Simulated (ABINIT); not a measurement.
# PbO2 (Fm-3m) in ABINIT: a series of runs

One crystal, PbO2, is run at these levels: LDA, PBEsol; tasks: single point.

All numbers are computed with ABINIT 10.8.3 (patched build); they aren't measurements. Logs are shortened: lines on timing, memory, paths and dates and some standing lists are left out, and cuts for length are marked. The log counts tension as positive stress, the text compression.

### 1 Starting point

The structure is cubic, space group Fm-3m (No. 225). Conventional cell: a = 5.404 Å, b = 5.404 Å, c = 5.404 Å, α = 90.00°, β = 90.00°, γ = 90.00°. Pb (site symmetry m-3m) has 8 O at 2.34 Å as nearest neighbours. O (site symmetry -43m) is surrounded by 4 Pb at 2.34 Å.

The cell comes from a database or a generator and needn't be the stable form of this composition.

### 2 Single point, LDA

Contents of run.abi:

```
pp_dirpath "./"
pseudos "Pb.upf, O.upf"

acell 3*1.0
rprim
     0.0000000000     5.1060248709     5.1060248709
     5.1060248709     0.0000000000     5.1060248709
     5.1060248709     5.1060248709     0.0000000000
ntypat 2
znucl 82 8
natom 3
typat 1 2 2
xred
     0.0000000000     0.0000000000     0.0000000000
     0.7500000000     0.7500000000     0.7500000000
     0.2500000000     0.2500000000     0.2500000000

ecut 35.0

kptopt 1
ngkpt 7 7 7
nshiftk 1
shiftk 0.0 0.0 0.0

ixc 7

nband 17
occopt 3
tsmear 0.05 eV

nstep 100
tolvrs 1.0e-10

iomode 3
prtwf 0
prteig 0
prtebands 0
prtden 1
prtvha 1
prtvclmb 1
prtpot 1
prtelf 1
```

Potentials or basis: PseudoDojo NC SR LDA v0.4.1 standard.

Started as:

```sh
abinit run.abi > log 2>&1
```

run.abo:

```text
.Version 10.8.3 of ABINIT
 Symmetries : space group Fm -3 m (#225); Bravais cF (face-center cubic)
================================================================================
 Values of the parameters that define the memory need of the present run
     intxc =       0    ionmov =       0      iscf =       7    lmnmax =       6
     lnmax =       6     mgfft =      40  mpssoang =       3    mqgrid =    3001
     natom =       3  nloc_mem =       1    nspden =       1   nspinor =       1
    nsppol =       1      nsym =      48    n1xccc =    2501    ntypat =       2
    occopt =       3   xclevel =       1
       mpw =        2655          nfft =       64000          nkpt =          20
================================================================================
================================================================================

--------------------------------------------------------------------------------
------------- Echo of variables that govern the present computation ------------
--------------------------------------------------------------------------------
 -outvars: echo values of preprocessed input variables --------
            acell      1.0000000000E+00  1.0000000000E+00  1.0000000000E+00 Bohr
              amu      2.07200000E+02  1.59994000E+01
             ecut      3.50000000E+01 Hartree
              ixc           7
         kptrlatt        7    0    0      0    7    0      0    0    7
          kptrlen      5.05470674E+01
            natom           3
            nband          17
            ngfft          40      40      40
             nkpt          20
            nstep         100
             nsym          48
           ntypat           2
           occopt           3
        prtebands           0
           prteig           0
           prtelf           1
           prtpot           1
         prtvclmb           1
           prtvha           1
            prtwf           0
            rprim      0.0000000000E+00  5.1060248709E+00  5.1060248709E+00
                       5.1060248709E+00  0.0000000000E+00  5.1060248709E+00
                       5.1060248709E+00  5.1060248709E+00  0.0000000000E+00
          spgroup         225
           tolvrs      1.00000000E-10
           tsmear      1.83746611E-03 Hartree
            typat      1  2  2
           xangst      0.0000000000E+00  0.0000000000E+00  0.0000000000E+00
                       4.0529879972E+00  4.0529879972E+00  4.0529879972E+00
                       1.3509959991E+00  1.3509959991E+00  1.3509959991E+00
            xcart      0.0000000000E+00  0.0000000000E+00  0.0000000000E+00
                       7.6590373063E+00  7.6590373063E+00  7.6590373063E+00
                       2.5530124354E+00  2.5530124354E+00  2.5530124355E+00
             xred      0.0000000000E+00  0.0000000000E+00  0.0000000000E+00
                       7.5000000000E-01  7.5000000000E-01  7.5000000000E-01
                       2.5000000000E-01  2.5000000000E-01  2.5000000000E-01
            znucl       82.00000    8.00000

[... 127 lines left out ...]
 rms dE/dt=  0.0000E+00; max dE/dt=  0.0000E+00; dE/dt below (all hartree)
    1       0.000000000000      0.000000000000      0.000000000000
    2       0.000000000000      0.000000000000      0.000000000000
    3       0.000000000000      0.000000000000      0.000000000000

 cartesian coordinates (angstrom) at end:
    1      0.00000000000000     0.00000000000000     0.00000000000000
    2      4.05298799722672     4.05298799722672     4.05298799722672
    3      1.35099599907557     1.35099599907557     1.35099599907558

 cartesian forces (hartree/bohr) at end:
    1     -0.00000000000000    -0.00000000000000    -0.00000000000000
    2     -0.00000000000000    -0.00000000000000    -0.00000000000000
    3     -0.00000000000000    -0.00000000000000    -0.00000000000000
 frms,max,avg= 0.0000000E+00 0.0000000E+00   0.000E+00  0.000E+00  0.000E+00 h/b

 cartesian forces (eV/Angstrom) at end:
    1     -0.00000000000000    -0.00000000000000    -0.00000000000000
    2     -0.00000000000000    -0.00000000000000    -0.00000000000000
    3     -0.00000000000000    -0.00000000000000    -0.00000000000000
 frms,max,avg= 0.0000000E+00 0.0000000E+00   0.000E+00  0.000E+00  0.000E+00 e/A
 length scales=  1.000000000000  1.000000000000  1.000000000000 bohr
              =  0.529177210544  0.529177210544  0.529177210544 angstroms
 Fermi (or HOMO) energy (hartree) =   0.14082   Average Vxc (hartree)=  -0.44053
 Eigenvalues (hartree) for nkpt=  20  k points:
 kpt#   1, nband= 17, wtk=  0.00292, kpt=  0.0000  0.0000  0.0000 (reduced coord)
  -0.53083   -0.43229   -0.43229   -0.43229   -0.42304   -0.42304   -0.42103    0.03747
   0.06772    0.06772    0.06772    0.09575    0.09575    0.09575    0.38892    0.38892
   0.38892
      occupation numbers for kpt#   1
   2.00000    2.00000    2.00000    2.00000    2.00000    2.00000    2.00000    2.00000
   2.00000    2.00000    2.00000    2.00000    2.00000    2.00000    0.00000    0.00000
   0.00000
 prteigrs : prtvol=0 or 1, do not print more k-points.

--- !EnergyTerms
iteration_state     : {dtset: 1, }
comment             : Components of total free energy in Hartree
kinetic             :  5.68437691850694E+01
hartree             :  1.85069923234715E+01
xc                  : -2.79534753996590E+01
Ewald energy        : -7.71957799543104E+01
psp_core            :  5.53631081776048E+00
local_psp           : -5.90927047158163E+01
non_local_psp       : -1.98412349478411E+01
internal            : -1.03196122691325E+02
'-kT*entropy'       : -2.44262874292749E-04
total_energy        : -1.03196366954200E+02
total_energy_eV     : -2.80811620037272E+03
band_energy         : -5.69104531708334E+00
...

 Cartesian components of stress tensor (hartree/bohr^3)
  sigma(1 1)=  3.73452738E-04  sigma(3 2)=  0.00000000E+00
  sigma(2 2)=  3.73452738E-04  sigma(3 1)=  0.00000000E+00
  sigma(3 3)=  3.73452738E-04  sigma(2 1)=  0.00000000E+00

-Cartesian components of stress tensor (GPa)         [Pressure= -1.0987E+01 GPa]
- sigma(1 1)=  1.09873589E+01  sigma(3 2)=  0.00000000E+00
- sigma(2 2)=  1.09873589E+01  sigma(3 1)=  0.00000000E+00
- sigma(3 3)=  1.09873589E+01  sigma(2 1)=  0.00000000E+00

== END DATASET(S) ==============================================================
================================================================================

 -outvars: echo values of variables after computation  --------
            acell      1.0000000000E+00  1.0000000000E+00  1.0000000000E+00 Bohr
           etotal     -1.0319636695E+02
            fcart     -0.0000000000E+00 -0.0000000000E+00 -0.0000000000E+00
                      -0.0000000000E+00 -0.0000000000E+00 -0.0000000000E+00
                      -0.0000000000E+00 -0.0000000000E+00 -0.0000000000E+00
            rprim      0.0000000000E+00  5.1060248709E+00  5.1060248709E+00
                       5.1060248709E+00  0.0000000000E+00  5.1060248709E+00
                       5.1060248709E+00  5.1060248709E+00  0.0000000000E+00
           strten      3.7345273800E-04  3.7345273800E-04  3.7345273800E-04
                       0.0000000000E+00  0.0000000000E+00  0.0000000000E+00
           xangst      0.0000000000E+00  0.0000000000E+00  0.0000000000E+00
                       4.0529879972E+00  4.0529879972E+00  4.0529879972E+00
                       1.3509959991E+00  1.3509959991E+00  1.3509959991E+00
             xred      0.0000000000E+00  0.0000000000E+00  0.0000000000E+00
                       7.5000000000E-01  7.5000000000E-01  7.5000000000E-01
                       2.5000000000E-01  2.5000000000E-01  2.5000000000E-01
 Calculation completed.
```

Wall time 42 s (1 thread of Intel Xeon Platinum 8259CL at 2.50GHz (Skylake/Cascade Lake), shared host); peak memory 0.08 GiB.

What came out:

| Property | Result |
| --- | --- |
| Free energy | -2808.1162 eV |
| Band gap on the k mesh | none (metal or under the smearing width) |
| Valence electrons inside the program's atomic spheres | Pb 9.92; O 6.02 |

Caveat: the cutoff is too short for stress, so the log's stress isn't used.

### 3 Single point, PBEsol

Contents of run.abi:

```
pp_dirpath "./"
pseudos "Pb.upf, O.upf"

acell 3.8211937318 3.8211937318 3.8211937318 Angstrom
rprim
     0.0000000000     0.7071067812     0.7071067812
     0.7071067812     0.0000000000     0.7071067812
     0.7071067812     0.7071067812     0.0000000000
ntypat 2
znucl 82 8
natom 3
typat 1 2 2
xred
     0.0000000000     0.0000000000     0.0000000000
     0.7500000000     0.7500000000     0.7500000000
     0.2500000000     0.2500000000     0.2500000000

ecut 36.0

kptopt 1
ngkpt 7 7 7
nshiftk 1
shiftk 0.0 0.0 0.0

ixc -116133

nband 17
occopt 3
tsmear 0.00183747

nstep 100
tolvrs 1.0e-10

iomode 3
prtwf 0
prtden 0
prteig 0
prtebands 0
enunit 1
```

Potentials or basis: PseudoDojo NC SR PBEsol v0.4.1 standard.

Started as:

```sh
abinit run.abi > log 2>&1
```

Wall time 34 s (1 thread of Arm Neoverse V1, shared host); peak memory 0.08 GiB.

The run converged. Its results:

- Free energy: -2807.0757 eV
- Pressure: -5.8 GPa
- Band gap on the k mesh: none (metal or under the smearing width)
- Valence electrons inside the program's atomic spheres: Pb 9.92; O 6.03

Levels at points of the mesh, in eV from the Fermi level:
```
           k point  band 11  band 12  band 13  band 14  band 15  band 16
(0.00, 0.00, 0.00)    -2.00    -1.22    -1.22    -1.22     6.84     6.84
```

Caveat: the cutoff is short for stress, so the pressure is rough. The run has no spin-orbit coupling, so splittings on Pb are missing.
